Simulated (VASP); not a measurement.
# Cl2 in VASP: settings compared

Aim: see how the results for Cl2 move with the level of theory and the settings. Levels: PBEsol, RPBE. Tasks: relaxation of the atoms.

Everything below comes from runs of VASP 6.6.1. Logs are shortened: lines on timing, memory, paths and dates and some standing lists are left out, and cuts for length are marked.

**1. Starting point**

The cell holds a molecule in a box, 2 atoms: a = 10.000 Å, b = 10.500 Å, c = 11.000 Å, α = 90.00°, β = 90.00°, γ = 90.00°.

**2. Relaxation of the atoms, PBEsol**

INCAR reads:

```
SYSTEM = Cl
ALGO = Normal
EDIFF = 1E-7
EDIFFG = -0.005
ENCUT = 500
GGA = PS
IBRION = 2
ISIF = 2
ISMEAR = 0
ISYM = 0
LASPH = .TRUE.
LCHARG = .FALSE.
LREAL = .FALSE.
LWAVE = .FALSE.
NELM = 80
NSW = 90
PREC = Accurate
SIGMA = 0.02
```

KPOINTS reads:

```
k-points
0
G
  1 1 1
  0 0 0
```

POSCAR reads:

```
Cl
1.0
   10.0000000000      0.0000000000      0.0000000000
    0.0000000000     10.5000000000      0.0000000000
    0.0000000000      0.0000000000     11.0000000000
Cl
2
Direct
    0.5000000000      0.5000000000      0.4095454500
    0.5000000000      0.5000000000      0.5904545500
```

Potentials or basis: VASP PAW PBE potentials, release 64 (Cl).

Command:

```console
$ cat potpaw_PBE.64/Cl/POTCAR > POTCAR
$ mpirun -np 1 vasp_std > vasp.out
```

OUTCAR:

```text
SYSTEM = Cl
   EDIFF = 1E-7
   EDIFFG = -0.005
   ENCUT = 500
   GGA = PS
   IBRION = 2
   ISIF = 2
   ISMEAR = 0
   ISYM = 0
   LASPH = .TRUE.
   LREAL = .FALSE.
   NELM = 80
   NSW = 90
   PREC = Accurate

 ion  position               nearest neighbor table
   1  0.500  0.500  0.410-   2 1.99
   2  0.500  0.500  0.590-   1 1.99

IMPORTANT INFORMATION: All symmetrisations will be switched off!
NOSYMM: (Re-)initialisation of all symmetry stuff for point group C_1.

----------------------------------------------------------------------------------------

                                     Primitive cell

  volume of cell :    1155.0000

  direct lattice vectors                    reciprocal lattice vectors
    10.000000000  0.000000000  0.000000000     0.100000000  0.000000000  0.000000000
     0.000000000 10.500000000  0.000000000     0.000000000  0.095238095  0.000000000
     0.000000000  0.000000000 11.000000000     0.000000000  0.000000000  0.090909091

  length of vectors
    10.000000000 10.500000000 11.000000000     0.100000000  0.095238095  0.090909091

  position of ions in fractional coordinates (direct lattice)
     0.500000000  0.500000000  0.409545450
     0.500000000  0.500000000  0.590454550

  ion indices of the primitive-cell ions
   primitive index   ion index
                 1           1
                 2           2

----------------------------------------------------------------------------------------

 KPOINTS: k-points

Automatic generation of k-mesh.
 Grid dimensions read from file:
 generate k-points for:    1    1    1

 Generating k-lattice:

  Cartesian coordinates                     Fractional coordinates (reciprocal lattice)
     0.100000000  0.000000000  0.000000000     1.000000000  0.000000000  0.000000000
     0.000000000  0.095238095  0.000000000     0.000000000  1.000000000  0.000000000
     0.000000000  0.000000000  0.090909091     0.000000000  0.000000000  1.000000000

  Length of vectors
     0.100000000  0.095238095  0.090909091

  Shift w.r.t. Gamma in fractional coordinates (k-lattice)
     0.000000000  0.000000000  0.000000000

 Subroutine IBZKPT returns following result:
 ===========================================

 Found      1 irreducible k-points:

 Following reciprocal coordinates:
            Coordinates               Weight
  0.000000  0.000000  0.000000      1.000000
   k-points           NKPTS =      1   k-points in BZ     NKDIM =      1   number of bands    NBANDS=     11
   number of dos      NEDOS =    301   number of ions     NIONS =      2
   total plane-waves  NPLWV = 512000
   dimension x,y,z NGX =    80 NGY =   80 NGZ =   80
   dimension x,y,z NGXF=   160 NGYF=  160 NGZF=  160
   ions per type =               2
   NGX,Y,Z   is equivalent  to a cutoff of  13.30, 12.67, 12.09 a.u.
   NGXF,Y,Z  is equivalent  to a cutoff of  26.60, 25.33, 24.18 a.u.
 SYSTEM =  Cl
   PREC   = accura    normal or accurate (medium, high low for compatibility)
   ISTART =      0    job   : 0-new  1-cont  2-samecut
   ICHARG =      2    charge: 1-file 2-atom 10-const
   ISPIN  =      1    spin polarized calculation?
   LNONCOLLINEAR =      F non collinear calculations
   LSORBIT =      F    spin-orbit coupling
   LASPH  =      T    aspherical Exc in radial PAW
   ENCUT  =  500.0 eV  36.75 Ry    6.06 a.u.  18.23 19.14 20.06*2*pi/ulx,y,z
   NELM   =     80;   NELMIN=  2; NELMDL= -5     # of ELM steps
   EDIFF  = 0.1E-06   stopping-criterion for ELM
   LREAL  =      F    real-space projection
   EDIFFG = -.5E-02   stopping-criterion for IOM
   NSW    =     90    number of steps for IOM
   IBRION =      2    ionic relax: 0-MD 1-quasi-New 2-CG
   NFREE  =      1    steps in history (QN), initial steepest desc. (CG)
   ISIF   =      2    stress and relaxation
   ISYM   =      0    0-nonsym 1-usesym 2-fastsym
   POTIM  = 0.5000    time-step for ionic-motion
   TEBEG  =    0.0;   TEEND  =   0.0 temperature during run
   PSTRESS=    0.0 pullay stress
   NELECT =      14.0000    total number of electrons
   NUPDOWN=      -1.0000    fix difference up-down
   EMIN   =  10.00;   EMAX   =-10.00  energy-range for DOS
   EFERMI =   0.00;   METHOD = LEGACY
   ISMEAR =     0;   SIGMA  =   0.02  broadening in eV -4-tet -1-fermi 0-gaus
   EFERMI_NEDOS =   21; number of points for ismear=-14 and -15
   IALGO  =     38    algorithm
   IMIX   =      4    mixing-type and parameters
     AMIX     =   0.40;   BMIX     =  1.00
     AMIX_MAG =   1.60;   BMIX_MAG =  1.00
  volume/ion in A,a.u.               =     577.50      3897.16
  Fermi-wavevector in a.u.,A,eV,Ry     =   0.376060  0.710650  1.924149  0.141421
  Thomas-Fermi vector in A             =   1.307622
   LORBIT       =      0    0 simple, 1 ext, 2 COOP (PROOUT), +10 PAW based schemes
   GGA     = PS    functional components
   LHFCALC =     F    Hartree Fock is set to
   AEXX    =    0.0000 exact exchange contribution
   IVDW    =     0    specifies the selected vdW correction
   LEPSILON=     F    determine dielectric tensor
   LRPA    =     F    only Hartree local field effects (RPA)
 conjugate gradient relaxation of ions
 non-spin polarized calculation
 Gauss-broadening in eV      SIGMA  =   0.02
  energy-cutoff  :      500.00
  volume of cell :     1155.00
 maximum number of plane-waves:     29299
 NGX is ok and might be reduce to    80
   NGX = 37   NGY = 39   NGZ = 41

--------------------------------------- Ionic step        1  -------------------------------------------

 number of electron      13.9999995 magnetization

 Free energy of the ion-electron system (eV)
  ---------------------------------------------------
  ext. energy  EPLUGINS =         0.00000000
  ---------------------------------------------------
  free energy    TOTEN  =        -3.84302038 eV

  energy without entropy =       -3.84302038  energy(sigma->0) =       -3.84302038

------------------------ aborting loop because EDIFF is reached ----------------------------------------

  FORCE on cell =-STRESS in cart. coord.  units (eV):
  Direction    XX          YY          ZZ          XY          YZ          ZX
  --------------------------------------------------------------------------------------
  -------------------------------------------------------------------------------------
  Total       -0.0250117     -0.0264000     -0.4083479      0.0000000     -0.0000001     -0.0000001
  in kB       -0.0346954     -0.0366212     -0.5664465      0.0000000     -0.0000001     -0.0000002
  external PRESSURE =      -0.2125877 kB  Pullay stress =       0.0000000 kB

 VOLUME and BASIS-vectors are now :
 -----------------------------------------------------------------------------
  energy-cutoff  :      500.00
  volume of cell :     1155.00
      direct lattice vectors                 reciprocal lattice vectors
    10.000000000  0.000000000  0.000000000     0.100000000  0.000000000  0.000000000
     0.000000000 10.500000000  0.000000000     0.000000000  0.095238095  0.000000000
     0.000000000  0.000000000 11.000000000     0.000000000  0.000000000  0.090909091

 POSITION                                       TOTAL-FORCE (eV/Angst)
 -----------------------------------------------------------------------------------
      5.00000      5.25000      4.50500         0.000001      0.000000      0.191865
      5.00000      5.25000      6.49500        -0.000001     -0.000000     -0.191865
 -----------------------------------------------------------------------------------
    total drift:                                0.000000      0.000000     -0.000000

  FREE ENERGIE OF THE ION-ELECTRON SYSTEM (eV)
  ---------------------------------------------------
  free  energy   TOTEN  =        -3.8430203799 eV

  energy  without entropy=       -3.8430203799  energy(sigma->0) =       -3.84302038

--------------------------------------- Ionic step        2  -------------------------------------------

 number of electron      13.9999996 magnetization

------------------------ aborting loop because EDIFF is reached ----------------------------------------

  FORCE on cell =-STRESS in cart. coord.  units (eV):
  Direction    XX          YY          ZZ          XY          YZ          ZX
  --------------------------------------------------------------------------------------
  -------------------------------------------------------------------------------------
  Total       -0.0251408     -0.0264749      0.3233234      0.0000000     -0.0000000     -0.0000000
  in kB       -0.0348745     -0.0367251      0.4485034      0.0000000     -0.0000000     -0.0000000
  external PRESSURE =       0.1256346 kB  Pullay stress =       0.0000000 kB

 VOLUME and BASIS-vectors are now :
 -----------------------------------------------------------------------------
  energy-cutoff  :      500.00
  volume of cell :     1155.00
      direct lattice vectors                 reciprocal lattice vectors
    10.000000000  0.000000000  0.000000000     0.100000000  0.000000000  0.000000000
     0.000000000 10.500000000  0.000000000     0.000000000  0.095238095  0.000000000
     0.000000000  0.000000000 11.000000000     0.000000000  0.000000000  0.090909091

 POSITION                                       TOTAL-FORCE (eV/Angst)
 -----------------------------------------------------------------------------------
      5.00000      5.25000      4.51426         0.000000      0.000000     -0.177016
      5.00000      5.25000      6.48574        -0.000000     -0.000000      0.177016
 -----------------------------------------------------------------------------------
    total drift:                               -0.000000     -0.000000      0.000000

  FREE ENERGIE OF THE ION-ELECTRON SYSTEM (eV)
  ---------------------------------------------------
  free  energy   TOTEN  =        -3.8432116569 eV

  energy  without entropy=       -3.8432116569  energy(sigma->0) =       -3.84321166

--------------------------------------- Ionic step        3  -------------------------------------------

 number of electron      13.9999995 magnetization

 Free energy of the ion-electron system (eV)
  ---------------------------------------------------
  ext. energy  EPLUGINS =         0.00000000
  ---------------------------------------------------
  free energy    TOTEN  =        -3.84397290 eV

  energy without entropy =       -3.84397290  energy(sigma->0) =       -3.84397290

 E-fermi :  -6.8115     XC(G=0):  -0.7980

 val. band max:       -6.9170138306   @ k =   0.0000   0.0000   0.0000
 cond. band min:      -3.8007719747   @ k =   0.0000   0.0000   0.0000
 fundamental gap:      3.1162418559
 Fermi energy:        -6.8114632886

 k-point     1 :       0.0000    0.0000    0.0000
  band No.  band energies     occupation
      1     -23.2787      2.00000
      2     -18.8721      2.00000
      3     -11.6753      2.00000
      4      -9.6776      2.00000
      5      -9.6775      2.00000
      6      -6.9171      2.00000
      7      -6.9170      2.00000
      8      -3.8008      0.00000
      9      -0.2561      0.00000
     10       0.9322      0.00000
     11       1.0481      0.00000

------------------------ aborting loop because EDIFF is reached ----------------------------------------

  FORCE on cell =-STRESS in cart. coord.  units (eV):
  Direction    XX          YY          ZZ          XY          YZ          ZX
  --------------------------------------------------------------------------------------
  -------------------------------------------------------------------------------------
  Total       -0.0250571     -0.0264297     -0.0254017      0.0000000      0.0000000     -0.0000000
  in kB       -0.0347583     -0.0366624     -0.0352364      0.0000000      0.0000000     -0.0000000
  external PRESSURE =      -0.0355524 kB  Pullay stress =       0.0000000 kB

 VOLUME and BASIS-vectors are now :
 -----------------------------------------------------------------------------
  energy-cutoff  :      500.00
  volume of cell :     1155.00
      direct lattice vectors                 reciprocal lattice vectors
    10.000000000  0.000000000  0.000000000     0.100000000  0.000000000  0.000000000
     0.000000000 10.500000000  0.000000000     0.000000000  0.095238095  0.000000000
     0.000000000  0.000000000 11.000000000     0.000000000  0.000000000  0.090909091

 POSITION                                       TOTAL-FORCE (eV/Angst)
 -----------------------------------------------------------------------------------
      5.00000      5.25000      4.50992        -0.000000      0.000000     -0.000321
      5.00000      5.25000      6.49008         0.000000     -0.000000      0.000321
 -----------------------------------------------------------------------------------
    total drift:                               -0.000000      0.000000      0.000000

  FREE ENERGIE OF THE ION-ELECTRON SYSTEM (eV)
  ---------------------------------------------------
  free  energy   TOTEN  =        -3.8439729047 eV

  energy  without entropy=       -3.8439729047  energy(sigma->0) =       -3.84397290

 reached required accuracy - stopping structural energy minimisation
```

It took 2.3 min on 1 thread of Intel Xeon Platinum 8488C (Sapphire Rapids), shared host; peak memory 1 GiB.

Results:

| Property | Result |
| --- | --- |
| Free energy | -3.8440 eV |
| Energy gained by relaxing | 0.5 meV/atom |
| Ionic steps | 3 |
| Gap between the frontier levels | 3.12 eV |

The path:
| step | energy change (eV) | largest force (eV/Å) | pressure (GPa) |
| --- | --- | --- | --- |
| 1 | 0.0000 | 0.1919 | -0.02 |
| 2 | -0.0002 | 0.1770 | 0.01 |
| 3 | -0.0010 | 0.0003 | 0.00 |

Final structure:
```xyz
2
Lattice="10.0000 0.0000 0.0000 0.0000 10.5000 0.0000 0.0000 0.0000 11.0000" Properties=species:S:1:pos:R:3 pbc="T T T"
Cl    5.0000    5.2500    4.5099
Cl    5.0000    5.2500    6.4901
```

Caveat: the PAW data sets were made with another functional, which shifts forces and pressure a little. As with any semilocal functional, this PBEsol gap is likely too small.

[end of part 1 of 2]
